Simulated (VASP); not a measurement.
# SnO2 (Imma) in VASP: a series of runs

Runs on SnO2. Level: PBE. Tasks: dielectric tensor, optical spectrum, density of states, electric field gradients.

Everything below comes from runs of VASP 6.6.1. Logs are shortened: lines on timing, memory, paths and dates and some standing lists are left out, and cuts for length are marked.

### 1 The structure

The structure is orthorhombic, space group Imma (No. 74). The conventional cell has a = 6.498 Å, b = 6.829 Å, c = 6.828 Å, α = 90.00°, β = 90.00°, γ = 90.00°. Around Sn (site symmetry 2/m) lie 6 O at 2.09 Å. Sn (site symmetry mm2) has 6 O at 2.09 to 2.10 Å as nearest neighbours. O (site symmetry m) is surrounded by 3 Sn at 2.09 to 2.10 Å. O (site symmetry m) is surrounded by 3 Sn at 2.09 Å.

The cell is a database's computed one.

### 2 Dielectric tensor, PBE

File INCAR:

```
SYSTEM = SnO2
PREC = Accurate ; ENCUT = 520
EDIFF = 1E-8 ; ISMEAR = 0
SIGMA = 0.02 ; LREAL = .FALSE.
LASPH = .TRUE. ; NELM = 60
ALGO = Normal ; ISIF = 2
LWAVE = .FALSE. ; LCHARG = .FALSE.
GGA = PE ; LEPSILON = .TRUE.
```

File KPOINTS:

```
Automatic mesh
0
G
  4 4 4
  0 0 0
```

File POSCAR:

```
SnO2
1.0
   -3.2488970000      3.4144700000      3.4140210000
    3.2488970000     -3.4144700000      3.4140210000
    3.2488970000      3.4144700000     -3.4140210000
Sn O
4 8
Direct
    0.5000000000      0.0000000000      0.0000000000
    0.5000000000      0.5000000000      0.5000000000
    0.0035990000      0.7535990000      0.2500000000
    0.9964010000      0.2464010000      0.7500000000
    0.8064960000      0.8037740000      0.4972780000
    0.8064960000      0.3092180000      0.0027220000
    0.3024350000      0.2459400000      0.0564950000
    0.6894450000      0.2459400000      0.4435050000
    0.3105550000      0.7540600000      0.5564950000
    0.1935040000      0.6907820000      0.9972780000
    0.6975650000      0.7540600000      0.9435050000
    0.1935040000      0.1962260000      0.5027220000
```

Potentials or basis: VASP PAW PBE potentials, release 64 (Sn_d, O).

Command:

```
$ cat potpaw_PBE.64/Sn_d/POTCAR potpaw_PBE.64/O/POTCAR > POTCAR
$ mpirun -np 1 vasp_std > vasp.out
```

OUTCAR:

```text
SYSTEM = SnO2
   PREC = Accurate
   ENCUT = 520
   EDIFF = 1E-8
   ISMEAR = 0
   LREAL = .FALSE.
   LASPH = .TRUE.
   NELM = 60
   ISIF = 2
   GGA = PE
   LEPSILON = .TRUE.

 ion  position               nearest neighbor table
   1  0.500  0.000  0.000-   6 2.09  10 2.09   7 2.09  11 2.09   8 2.09   9 2.09   2 3.25   2 3.25

   2  0.500  0.500  0.500-   5 2.09  12 2.09   9 2.09   8 2.09  11 2.09   7 2.09   1 3.25   1 3.25

   3  0.004  0.754  0.250-  10 2.09  12 2.09   9 2.09  11 2.09   5 2.10   6 2.10   4 3.25   4 3.25

   4  0.996  0.246  0.750-   6 2.09   5 2.09   8 2.09   7 2.09  12 2.10  10 2.10   3 3.25   3 3.25

   5  0.806  0.804  0.497-   4 2.09   2 2.09   3 2.10
   6  0.806  0.309  0.003-   4 2.09   1 2.09   3 2.10
   7  0.302  0.246  0.056-   4 2.09   1 2.09   2 2.09
   8  0.689  0.246  0.444-   4 2.09   2 2.09   1 2.09
   9  0.311  0.754  0.556-   3 2.09   2 2.09   1 2.09
  10  0.194  0.691  0.997-   3 2.09   1 2.09   4 2.10
  11  0.698  0.754  0.944-   3 2.09   1 2.09   2 2.09
  12  0.194  0.196  0.503-   3 2.09   2 2.09   4 2.10

  LATTYP: Found a body centered orthorhombic cell.
 ALAT       =     6.4977940000
 B/A-ratio  =     1.0508246337
 C/A-ratio  =     1.0509628345

  Lattice vectors:

 A1 = (  -3.2488970000,  -3.4144700000,   3.4140210000)
 A2 = (   3.2488970000,  -3.4144700000,  -3.4140210000)
 A3 = (   3.2488970000,   3.4144700000,   3.4140210000)

Analysis of symmetry for initial positions (statically):
=====================================================================
 Subroutine PRICEL returns:
 Original cell was already a primitive cell.

 Routine SETGRP: Setting up the symmetry group for a
 body centered orthorhombic supercell.

 Subroutine GETGRP returns: Found  8 space group operations
 (whereof  4 operations were pure point group operations)
 out of a pool of  8 trial point group operations.

The static configuration has the point symmetry C_2h.
 The point group associated with its full space group is D_2h.

Analysis of symmetry for dynamics (positions and initial velocities):
=====================================================================
 Subroutine PRICEL returns:
 Original cell was already a primitive cell.

 Routine SETGRP: Setting up the symmetry group for a
 body centered orthorhombic supercell.

 Subroutine GETGRP returns: Found  8 space group operations
 (whereof  4 operations were pure point group operations)
 out of a pool of  8 trial point group operations.

The dynamic configuration has the point symmetry C_2h.
 The point group associated with its full space group is D_2h.

 Subroutine INISYM returns: Found  8 space group operations
 (whereof  4 operations are pure point group operations),
 and found     1 'primitive' translations

----------------------------------------------------------------------------------------

                                     Primitive cell

  volume of cell :     151.4905

  direct lattice vectors                    reciprocal lattice vectors
    -3.248897000  3.414470000  3.414021000     0.000000000  0.146435611  0.146454869
     3.248897000 -3.414470000  3.414021000     0.153898385  0.000000000  0.146454869
     3.248897000  3.414470000 -3.414021000     0.153898385  0.146435611  0.000000000

  length of vectors
     5.819748834  5.819748834  5.819748834     0.207104845  0.212447032  0.212433756

  position of ions in fractional coordinates (direct lattice)
     0.500000000  0.000000000  0.000000000
     0.500000000  0.500000000  0.500000000
     0.003599000  0.753599000  0.250000000
     0.996401000  0.246401000  0.750000000
     0.806496000  0.803774000  0.497278000
     0.806496000  0.309218000  0.002722000
     0.302435000  0.245940000  0.056495000
     0.689445000  0.245940000  0.443505000
     0.310555000  0.754060000  0.556495000
     0.193504000  0.690782000  0.997278000
     0.697565000  0.754060000  0.943505000
     0.193504000  0.196226000  0.502722000

  ion indices of the primitive-cell ions
   primitive index   ion index
                 1           1
                 2           2
                 3           3
                 4           4
                 5           5
                 6           6
                 7           7
                 8           8
                 9           9
                10          10
                11          11
                12          12

[... 90 lines left out ...]
   LHFCALC =     F    Hartree Fock is set to
   AEXX    =    0.0000 exact exchange contribution
   IVDW    =     0    specifies the selected vdW correction
   LEPSILON=     T    determine dielectric tensor
   LRPA    =     F    only Hartree local field effects (RPA)
 non-spin polarized calculation
 Gauss-broadening in eV      SIGMA  =   0.02
  energy-cutoff  :      520.00
  volume of cell :      151.49
 maximum number of plane-waves:      4102
 NGX is ok and might be reduce to    48
   NGX = 21   NGY = 21   NGZ = 21

--------------------------------------- Ionic step        1  -------------------------------------------

 number of electron     104.0000018 magnetization

 E-fermi :   5.6314     XC(G=0): -10.9583

 val. band max:        5.4898459164   @ k =   0.0000   0.0000   0.0000
 cond. band min:       6.1046702348   @ k =   0.0000   0.0000   0.0000
 fundamental gap:      0.6148243184
 Fermi energy:         5.6313863951

 k-point     1 :       0.0000    0.0000    0.0000
  band No.  band energies     occupation
      1     -15.5394      2.00000
      2     -15.3299      2.00000
      3     -15.3294      2.00000
      4     -14.9292      2.00000
      5     -14.9289      2.00000
      6     -14.8793      2.00000
[... 1159 lines left out ...]
     61      15.7235      0.00000
     62      15.7291      0.00000

  FORCE on cell =-STRESS in cart. coord.  units (eV):
  Direction    XX          YY          ZZ          XY          YZ          ZX
  --------------------------------------------------------------------------------------
  -------------------------------------------------------------------------------------
  Total       -0.5935104     -0.0724325     -0.0458073      0.0000000      0.0000000      0.0000000
  in kB       -6.2770194     -0.7660527     -0.4844616      0.0000000      0.0000000      0.0000000
  external PRESSURE =      -2.5091779 kB  Pullay stress =       0.0000000 kB

 VOLUME and BASIS-vectors are now :
 -----------------------------------------------------------------------------
  energy-cutoff  :      520.00
  volume of cell :      151.49
      direct lattice vectors                 reciprocal lattice vectors
    -3.248897000  3.414470000  3.414021000     0.000000000  0.146435611  0.146454869
     3.248897000 -3.414470000  3.414021000     0.153898385  0.000000000  0.146454869
     3.248897000  3.414470000 -3.414021000     0.153898385  0.146435611  0.000000000

 POSITION                                       TOTAL-FORCE (eV/Angst)
 -----------------------------------------------------------------------------------
     -1.62445      1.70724      1.70701        -0.000000      0.000000     -0.000000
      1.62445      1.70724      1.70701         0.000000      0.000000     -0.000000
      3.24890     -1.70723      1.73158        -0.000000     -0.000000     -0.058556
      0.00000      5.12171      1.68244        -0.000000      0.000000      0.058556
      1.60676      1.70724      3.79978         0.031556      0.000000      0.016540
     -1.60676      1.70723      3.79978        -0.031556      0.000000      0.016540
     -0.00000      0.38580      1.67929        -0.000000      0.017342      0.031535
      0.00000      3.02867      1.67929        -0.000000     -0.017342      0.031535
      3.24890      0.38580      1.73473         0.000000      0.017342     -0.031535
      4.85566      1.70723     -0.38576         0.031556      0.000000     -0.016540
      3.24890      3.02867      1.73473         0.000000     -0.017342     -0.031535
      1.64214      1.70723     -0.38576        -0.031556      0.000000     -0.016540
 -----------------------------------------------------------------------------------
    total drift:                                0.000000      0.000000     -0.000000

  FREE ENERGIE OF THE ION-ELECTRON SYSTEM (eV)
  ---------------------------------------------------
  free  energy   TOTEN  =       -74.6174575942 eV

  energy  without entropy=      -74.6174575942  energy(sigma->0) =      -74.61745759

 HEAD OF MICROSCOPIC STATIC DIELECTRIC TENSOR (INDEPENDENT PARTICLE, excluding Hartree and local field effects)
 ------------------------------------------------------
           5.169268     0.000000     0.000000
           0.000000     5.258455    -0.000000
           0.000000     0.000000     5.260304
 ------------------------------------------------------

 Free energy of the ion-electron system (eV)
  ---------------------------------------------------
  ---------------------------------------------------
  free energy    TOTEN  =        -1.81773819 eV

  energy without entropy =       -1.81773819

------------------------ aborting loop because EDIFF is reached ----------------------------------------

--------------------------------------- Ionic step        2  -------------------------------------------

------------------------ aborting loop because EDIFF is reached ----------------------------------------

--------------------------------------- Ionic step        3  -------------------------------------------

 Free energy of the ion-electron system (eV)
  ---------------------------------------------------
  ---------------------------------------------------
  free energy    TOTEN  =        -1.84911406 eV

  energy without entropy =       -1.84911406

------------------------ aborting loop because EDIFF is reached ----------------------------------------

 PIEZOELECTRIC TENSOR FIELD DIRECTION 3  (e Angst)
 -----------------------------------------------------------------------------
     0.00277  0.00000  0.00000           ( -0.00000  0.00000  0.00000)
     0.00000  0.00113  0.00000           (  0.00000 -0.00001  0.00000)
     0.00000  0.00000 -0.00189           (  0.00000  0.00000 -0.00004)

 PIEZOELECTRIC TENSOR FIELD DIRECTION 3  (C/m^2)
 -----------------------------------------------------------------------------
     0.00029  0.00000  0.00000
     0.00000  0.00012  0.00000
     0.00000  0.00000 -0.00020

 MACROSCOPIC STATIC DIELECTRIC TENSOR (including local field effects in DFT)
 ------------------------------------------------------
           5.073409     0.000000     0.000000
           0.000000     5.166588     0.000000
           0.000000    -0.000000     5.168534
 ------------------------------------------------------

 PIEZOELECTRIC TENSOR (including local field effects)  for field in x, y, z        (e  Angst)
          XX          YY          ZZ          XY          YZ          ZX
  --------------------------------------------------------------------------------
  x     0.00000     0.00000     0.00000     0.00000     0.00000     0.00000
  y     0.00000     0.00000     0.00000     0.00000     0.00000     0.00000
  z     0.00000     0.00000     0.00000     0.00000     0.00000     0.00000

 PIEZOELECTRIC TENSOR (including local field effects)  for field in x, y, z        (C/m^2)
          XX          YY          ZZ          XY          YZ          ZX
  --------------------------------------------------------------------------------
  x     0.00000     0.00000     0.00000     0.00000     0.00000     0.00000
  y     0.00000     0.00000     0.00000     0.00000     0.00000     0.00000
  z     0.00000     0.00000     0.00000     0.00000     0.00000     0.00000

 BORN EFFECTIVE CHARGES (including local field effects) (in |e|, cummulative output)
 ---------------------------------------------------------------------------------
 ion    1
    1     4.51471     0.00000    -0.05098
    2     0.00000     3.59292     0.00000
    3     0.02182    -0.00000     4.64825
 ion    2
    1     4.51471     0.00000     0.05098
    2     0.00000     3.59292     0.00000
    3    -0.02182    -0.00000     4.64825
 ion    3
    1     4.51433     0.00000     0.00000
    2     0.00000     4.64943     0.00000
    3     0.00000    -0.00000     3.59622
 ion    4
    1     4.51433     0.00000     0.00000
    2     0.00000     4.64943     0.00000
    3     0.00000    -0.00000     3.59622
 ion    5
[... 16 lines left out ...]
    1    -2.25703     0.00000     0.00000
    2     0.00000    -2.84091     0.01244
    3     0.00000     0.00249    -1.28102
 ion   10
    1    -2.25749    -0.00000    -0.02604
    2     0.00000    -1.28026     0.00000
    3    -0.01050     0.00000    -2.84122
 ion   11
    1    -2.25703     0.00000     0.00000
    2     0.00000    -2.84091    -0.01244
    3     0.00000    -0.00249    -1.28102
 ion   12
    1    -2.25749     0.00000     0.02604
    2     0.00000    -1.28026     0.00000
    3     0.01050     0.00000    -2.84122
```

Wall time 40 min (1 thread of Intel Xeon Platinum 8488C (Sapphire Rapids), shared host); peak memory 0.67 GiB.

Results:

| Quantity | Value |
| --- | --- |
| Band gap on the k mesh | 0.61 eV |
| Electronic dielectric tensor (diagonal) | 5.07, 5.17, 5.17 |
| Born charges (mean of the diagonal) | Sn +4.25; O -2.13 e |

Electronic dielectric tensor:
```
5.07 0.00 0.00
0.00 5.17 0.00
0.00 0.00 5.17
```

Born effective charge tensors (e):
atom 1, Sn
```
 4.51  0.00 -0.05
 0.00  3.59  0.00
 0.02  0.00  4.65
```
atom 2, Sn
```
 4.51  0.00  0.05
 0.00  3.59  0.00
-0.02  0.00  4.65
```
atom 3, Sn
```
4.51 0.00 0.00
0.00 4.65 0.00
0.00 0.00 3.60
```
atom 4, Sn
```
4.51 0.00 0.00
0.00 4.65 0.00
0.00 0.00 3.60
```
atom 5, O
```
-2.26  0.00  0.03
 0.00 -1.28  0.00
 0.01  0.00 -2.84
```
atom 6, O
```
-2.26  0.00 -0.03
 0.00 -1.28  0.00
-0.01  0.00 -2.84
```
atom 7, O
```
-2.26  0.00  0.00
 0.00 -2.84 -0.01
 0.00  0.00 -1.28
```
atom 8, O
```
-2.26  0.00  0.00
 0.00 -2.84  0.01
 0.00  0.00 -1.28
```
atom 9, O
```
-2.26  0.00  0.00
 0.00 -2.84  0.01
 0.00  0.00 -1.28
```
atom 10, O
```
-2.26  0.00 -0.03
 0.00 -1.28  0.00
-0.01  0.00 -2.84
```
atom 11, O
```
-2.26  0.00  0.00
 0.00 -2.84 -0.01
 0.00  0.00 -1.28
```
atom 12, O
```
-2.26  0.00  0.03
 0.00 -1.28  0.00
 0.01  0.00 -2.84
```

Caveat: the gap is small at this level, which inflates the dielectric constant; spin-orbit coupling is left out, which moves the levels of the heavy elements.

(Continued in part 2 of 2.)
